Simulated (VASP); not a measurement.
Wanted: an ASE script for a VASP 6.6.1 run.

| Item | Value |
| --- | --- |
| Task | single point |
| Functional | PBEsol |
| Potentials or basis | VASP PAW PBE potentials, release 64 (Yb) |
| Cutoff | 520 eV |
| k mesh | 9 × 9 × 9 |
| Occupations | gaussian, width 0.05 eV |
| Spin | collinear spin, ferromagnetic start |
| Starting moments | [1.0] μB |
| Further INCAR settings | ALGO = Fast; EDIFF = 1.00e-07 |

The system is Yb.

```xyz
1
Lattice="-2.1515 2.1515 2.1515 2.1515 -2.1515 2.1515 2.1515 2.1515 -2.1515" Properties=species:S:1:pos:R:3 pbc="T T T"
Yb    0.0000    0.0000    0.0000
```

This isn't the form of Yb at room conditions, which is fcc.

One way to write it, as run:

run.py

```python
from ase import Atoms
from ase.calculators.vasp import Vasp
from ase.dft.bandgap import bandgap

atoms = Atoms(
    ['Yb'],
    cell=[[-2.151483, 2.151483, 2.151483], [2.151483, -2.151483, 2.151483], [2.151483, 2.151483, -2.151483]],
    scaled_positions=[[0.0, 0.0, 0.0]],
    pbc=True,
)
atoms.set_initial_magnetic_moments([1.0])
calc = Vasp(
    directory='calc',
    xc='pbesol',
    pp='PBE',
    setups='materialsproject',
    prec='Accurate',
    encut=520,
    ediff=1e-07,
    ismear=0,
    sigma=0.05,
    lreal=False,
    lasph=True,
    nelm=150,
    algo='Fast',
    isif=2,
    lwave=False,
    lcharg=False,
    ispin=2,
    lorbit=11,
    lmaxmix=6,
    kpts=[9, 9, 9],
    gamma=True,
)
atoms.calc = calc

print('energy (eV):', atoms.get_potential_energy())
print('free energy (eV):', atoms.get_potential_energy(force_consistent=True))
print('forces (eV/A):')
print(atoms.get_forces())
print('stress (eV/A^3, Voigt):', atoms.get_stress())
print('Fermi level (eV):', calc.get_fermi_level())
print('moment (muB):', atoms.get_magnetic_moment())
print('site moments (muB):', atoms.get_magnetic_moments())
gap, top, bottom = bandgap(calc)
print('band gap (eV):', gap, 'from (spin, k, band)', top, 'to', bottom)
```

Potentials or basis: VASP PAW PBE potentials, release 64 (Yb).

The run is started by

```sh
$ python run.py
```

It gave:

```yaml
Pressure: -3.8 GPa
Band_gap_on_the_k_mesh: none (metal or under the smearing width)
Net_moment: 0.00 μB per cell
Valence_electrons_inside_the_program's_atomic_spheres: Yb 22.06
```

Caveat: the PAW data sets were made with another functional, which shifts forces and pressure a little; spin-orbit coupling is left out, which moves the levels of the heavy elements.

Wall time 9.8 min on 1 thread of Intel(R) Xeon(R) Platinum 8175M CPU @ 2.50GHz (Skylake/Cascade Lake) (shared host), peak memory 0.21 GiB.
